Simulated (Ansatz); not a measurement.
# AlFe (P4/mmm): equation of state

How stiff is AlFe (P4/mmm)? Energies and pressures are computed at volumes on both sides of the relaxed cell and fitted.

Method: DFT r²SCAN, scalar-relativistic, plane waves, PAW, in Ansatz 0.2.0.

### 1 The starting structure

Symmetry: P4/mmm, No. 123, tetragonal system. Conventional cell: a = 3.051 Å, b = 3.051 Å, c = 2.711 Å, α = 90.00°, β = 90.00°, γ = 90.00°. Al (site symmetry 4/mmm) is surrounded by 8 Fe at 2.55 Å and 2 Al at 2.71 Å. Around Fe (site symmetry 4/mmm) lie 8 Al at 2.55 Å and 2 Fe at 2.71 Å.

Structure file:

```
Al Fe
1.0
     0.00000    3.05127    3.05127
     0.00000   -3.05127    3.05127
     2.71094    0.00000    0.00000
Al Fe
2 2
Cartesian
  0.0000 0.0000 0.0000
  0.0000 0.0000 3.0513
  1.3555 1.5256 1.5256
  1.3555 1.5256 4.5769
```

This cell comes from an earlier session at r²SCAN: 12.620 Å³/atom at 0.00 GPa, on a 12×12×16 mesh. The large moments point both ways and cancel.

Volume factors to run: 0.980, 1.020, 0.960, 1.040.

### 2 Scaling the volume by 0.980

input.yaml

```yaml
crystal:
  lattice:
    - [0.0, 3.0307868826, 3.0307868826]
    - [0.0, -3.0307868826, 3.0307868826]
    - [2.6927480574, 0.0, 0.0]
  atoms:
    - { symbol: Al, position: [0.0, 0.0, 0.0] }
    - { symbol: Fe, position: [0.5, 0.0, 0.5], spin: 2.49 }
    - { symbol: Al, position: [0.5, 0.5, 0.0] }
    - { symbol: Fe, position: [1.0, 0.5, 0.5], spin: -2.49 }
basis:
  ecutwfc: 500
  ecutrho_ratio: 4
kpoints:
  mp_grid: { grid: [12, 12, 16] }
hamiltonian:
  xc: r2scan
scf:
  occupations: { method: gaussian, width: 0.05 }
output:
  forces: true
  stress: true
  eigenvalues: true
  populations: true
magnetization:
  spin_polarized: true
relax:
  f_tol: 0.01
  max_steps: 40
  cell: { stress_tol: 0.1, fix: [volume] }
```

Started as:

```
$ ansatz run input.yaml --threads 2 --pin off --max-ram 5120MiB --backend cpu --events-out ev --progress --plain --runs-dir out
```

Further steps of the session: Volume × 1.020; Scaling the volume by 0.960; Scaling the volume by 1.040.

Before running it: what results should come out? Wanted: V0; B0; B0′; scatter of the fit.

**Answer**, as computed:

```
          quantity           value
                V0  12.618 Å³/atom
                B0         104 GPa
               B0′             2.2
scatter of the fit  0.002 meV/atom
```

What this shows: A third-order Birch–Murnaghan fit puts the minimum at 12.62 Å³/atom with a bulk modulus of 104 GPa. One per cent of compression takes about 1.0 GPa. The moment on atom 2 grows from 2.09 to 2.40 μB on expansion. These are values at 0 K without zero-point motion.
